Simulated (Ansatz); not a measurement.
# WS2: the cost of one run

Program: Ansatz 0.2.0. Level of theory: DFT PBEsol, scalar-relativistic, plane waves, PAW. These are calculated values, not measurements.

2 further runs of the same task are left out: 2 set aside as unsound or not needed.

**1. The starting structure**

It takes space group R3m (No. 160, trigonal). The conventional cell has a = 3.148 Å, b = 3.148 Å, c = 19.111 Å, α = 90.00°, β = 90.00°, γ = 120.00°. Around W (site symmetry 3m) lie 6 S at 2.40 Å. Around S (site symmetry 3m) lie 3 W at 2.40 Å.

As a file:

```
W S
1.0
     1.57380    0.90864    6.37046
    -1.57380    0.90864    6.37046
     0.00000   -1.81727    6.37046
W S
1 2
Direct
  0.99933 0.99933 0.99933
  0.74796 0.74796 0.74796
  0.58401 0.58401 0.58401
```

This cell was relaxed beforehand with the same method: volume 18.22 Å³/atom, gap on the mesh 1.15 eV.

**2. The reference cell**

The reference gives a free energy of -12029.0765 eV, pressure -0.01 GPa, largest force 0.001 eV/Å and gap on the mesh 1.15 eV. It was computed beforehand with the settings of the runs below.

**3. Breaking the symmetry**

All W atoms moved 0.2 Å in one direction. Displacements in the unstrained cell, with the mean shift removed:

| atom | ux (Å) | uy (Å) | uz (Å) |
| --- | --- | --- | --- |
| W1 | -0.013 | 0.024 | 0.130 |
| S2 | 0.007 | -0.012 | -0.065 |
| S3 | 0.007 | -0.012 | -0.065 |

**4. Single point of the disturbed structure**

Contents of input.yaml:

```yaml
crystal:
  lattice:
    - [1.5738034025, 0.9086358181, 6.3704647098]
    - [-1.5738034025, 0.9086358181, 6.3704647098]
    - [0.0, -1.8172716362, 6.3704647098]
  atoms:
    - { symbol: W, position: [1.0064068116, 1.0148091351, 0.9972443804] }
    - { symbol: S, position: [0.7444238691, 0.7402227074, 0.7490050847] }
    - { symbol: S, position: [0.5804693192, 0.5762681575, 0.5850505348] }
basis:
  ecutwfc: 420
kpoints:
  mp_grid: { grid: [12, 12, 12] }
hamiltonian:
  xc: pbesol
scf:
  occupations: { method: gaussian, width: 0.05 }
output:
  forces: true
  stress: true
  eigenvalues: true
  write_density: true
  write_potential: true
  elf: true
  volumetric_format: npy
```

The run is started by

```console
$ ansatz run input.yaml --threads 2 --pin off --max-ram 5120MiB --backend cpu --events-out ev --progress --plain --runs-dir out
```

What time and memory should one allow on 2 threads of AMD EPYC 9R45 (Zen 5), shared host?

About 22 s, with a peak of 1.1 GiB.
